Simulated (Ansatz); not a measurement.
Crystal: TaSi2.

```
Ta Si
1.0
     4.78390    0.00000    0.00000
    -2.39195    4.14298    0.00000
     0.00000    0.00000    6.57000
Ta Si
3 6
Direct
  0.00000 0.50000 0.33333
  0.50000 0.50000 0.66667
  0.50000 0.00000 0.00000
  0.31794 0.15897 0.33333
  0.15897 0.84103 0.66667
  0.84103 0.68206 0.00000
  0.68206 0.84103 0.33333
  0.84103 0.15897 0.66667
  0.15897 0.31794 0.00000
```

```yaml
Program: Ansatz 0.2.0
Task: relaxation of cell and atoms
Functional: PBEsol
Dispersion: D3(BJ)-ATM
Potentials_or_basis: Ansatz PAW
Cutoff: "420 eV (not typed: the program's choice for these potentials)"
k_mesh: 7 × 7 × 4
Occupations: fermi-dirac, width 0.05 eV
Spin: no spin polarisation
```

At the start: volume 14.47 Å³/atom.

Question: How do energy, volume and symmetry change on relaxing?

Answer: It ends after 6 steps and the volume is 13.93 Å³/atom (-3.7 %); space group P6_422 (No. 181, to 0.05 Å).

The path:
| step | energy change (eV) | largest force (eV/Å) | volume (Å³) |
| --- | --- | --- | --- |
| 1 | 0.0000 | 0.0616 | 130.21 |
| 2 | -0.0311 | 0.2048 | 121.72 |
| 3 | -0.1173 | 0.0165 | 125.67 |
| 4 | -0.1179 | 0.0086 | 125.40 |
| 5 | -0.1179 | 0.0002 | 125.37 |
| 6 | -0.1167 | 0.0001 | 125.37 |

Final structure:
```
CELL_PARAMETERS angstrom
4.71191 0.00000 0.00000
-2.35596 4.08064 0.00000
0.00000 0.00000 6.52046
ATOMIC_POSITIONS crystal
Ta 0.00000 0.50000 0.33333
Ta 0.50000 0.50000 0.66667
Ta 0.50000 0.00000 0.00000
Si 0.31931 0.15966 0.33333
Si 0.15966 0.84034 0.66667
Si 0.84034 0.68069 0.00000
Si 0.68069 0.84034 0.33333
Si 0.84034 0.15966 0.66667
Si 0.15966 0.31931 0.00000
```

Caveat: the plane-wave basis is chosen anew once the cell has moved, so the energies of steps on either side of that aren't comparable; pairwise dispersion overbinds metals, which lowers pressure and volume; the PAW data sets come from PBE, with cores solved anew for the run's functional, which leaves a small shift of forces and pressure.
